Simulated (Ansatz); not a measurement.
Crystal: MnSb.

```
Sb Mn
1.0
     4.15000    0.00000    0.00000
    -2.07500    3.59401    0.00000
     0.00000    0.00000    5.78000
Sb Mn
2 2
Direct
  0.66667 0.33333 0.75000
  0.33333 0.66667 0.25000
  0.00000 0.00000 0.50000
  0.00000 0.00000 0.00000
```

Base run:

```yaml
Program: Ansatz 0.2.0
Functional: PBE
Potentials_or_basis: Ansatz PAW
Cutoff: "420 eV (not typed: the program's choice for these potentials)"
k_mesh: 6 × 6 × 4
Occupations: fermi-dirac, width 0.05 eV
Spin: collinear spin, ferromagnetic start
Starting_moments: "[0.0, 0.0, 2.0, 2.0] μB"
Fixed_moment: 4 μB
```

Its results: pressure -11.4 GPa; site moments Sb -0.17; Mn +2.26 μB.

Question: The run is repeated on the same cell with these changes: fixed moment from 4 μB to 12 μB; moments at the start from [0.0, 0.0, 2.0, 2.0] to [0.0, 0.0, 6.0, 6.0]. What comes out?

Answer: Pressure 20.3 GPa; site moments Sb +0.53; Mn +4.53 μB.

Caveats: the total moment is fixed, so each spin has its own Fermi level; only a ferromagnetic start was run, and an antiferromagnetic order may lie lower in energy; the thresholds are loose for stress.
